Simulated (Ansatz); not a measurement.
GeTe (model structure, started from the alpha GeTe type, R3m, No. 160, 2 atoms in the cell)

Calculation: HSE06 in Ansatz (PAW).

Run with plane-wave cutoff 500 eV, 8×8×8 k mesh, Fermi–Dirac smearing 0.05 eV, scalar-relativistic PAW data made under PBE.

Cell (relaxed with r²SCAN):

```cif
data_Ge3Te3
_chemical_formula_sum 'Ge3 Te3'
_space_group_name_H-M_alt 'R3m :H'
_space_group_IT_number 160
_space_group_name_Hall 'R 3 -2"'
_cell_length_a 4.18731
_cell_length_b 4.18731
_cell_length_c 11.05254
_cell_angle_alpha 90.000
_cell_angle_beta 90.000
_cell_angle_gamma 120.000
loop_
_atom_site_label
_atom_site_type_symbol
_atom_site_symmetry_multiplicity
_atom_site_Wyckoff_symbol
_atom_site_fract_x
_atom_site_fract_y
_atom_site_fract_z
_atom_site_occupancy
Ge1 Ge 3 a 0.00000 0.00000 0.23192 1
Te1 Te 3 a 0.00000 0.00000 0.76808 1
```
(The calculation used a cell of 2 atoms; values per cell refer to that cell.)

```yaml
band_gap: 0.79 eV (on the SCF k mesh)
```

Note: exact exchange on metals is sensitive to the k mesh and can open a false gap; the relaxation could raise the start's symmetry but not lower it, so the cell can be a saddle point; cell and atoms aren't relaxed at this level (pressure -0.4 GPa).

Spin–orbit coupling is not included; with these elements it can move the gap by several tenths of an eV or more.

Computed values are for the static lattice.

A model structure was made by putting elements into a prototype or built by hand; it is no filed structure, need not be a known phase, and can be a saddle point held by its symmetry.

Ansatz is an electronic-structure program.
